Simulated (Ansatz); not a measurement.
Cu3N: excitons and shallow donors from band masses and screening

Method: DFT PBE, scalar-relativistic, plane waves, PAW (Ansatz).

Plane waves to 420 eV, a k mesh through Γ of 10×10×10 on the computed 4-atom cell and Gaussian smearing (0.01 eV); no spin polarisation.

Relaxed cell: Pm-3m, a = 3.827 Å, b = 3.827 Å, c = 3.827 Å, α = 90.00°, β = 90.00°, γ = 90.00°, 4 atoms in the primitive cell. Whether it is the stable form of this composition wasn't checked.

The calculation gives a Kohn–Sham gap of 0.22 eV, an electron mass of 0.216 mₑ and a hole mass of 0.2 mₑ (harmonic means over x, y, z and over the bands degenerate at each edge), and ε∞ = 13.98 (independent particles, mean of the diagonal). The masses depend on direction at the band edges, which the isotropic model averages.

Question: Estimate the binding energy and radius of a Wannier–Mott exciton and of a shallow donor, and say whether the hydrogenic model can hold.

Answer: The reduced mass is μ = mₙmₕ/(mₙ + mₕ) = 0.104 mₑ, with mₙ and mₕ the band masses. With E_b = 13.606 eV × μ/ε² and a = 0.529 Å × ε/μ (μ in mₑ) the exciton has E_b = 7.2 meV and a = 71 Å. For a donor μ is the electron mass: 15.0 meV and 34 Å. The exciton's radius is 19 times the shortest lattice vector (3.83 Å), so the continuum picture is reasonable. In a polar crystal the ions screen too, so a state bound more weakly than an optical phonon feels the larger static constant, which lowers the energy and widens the orbit. The other way, the small Kohn–Sham gap and the missing local fields make ε∞ too large and the masses tend to be too light, which underbinds. The edges lie at different points of the zone, so the exciton is indirect.

Cost: 4 runs of about 3.2 core-minutes in all, on Arm Neoverse V2 (shared hosts).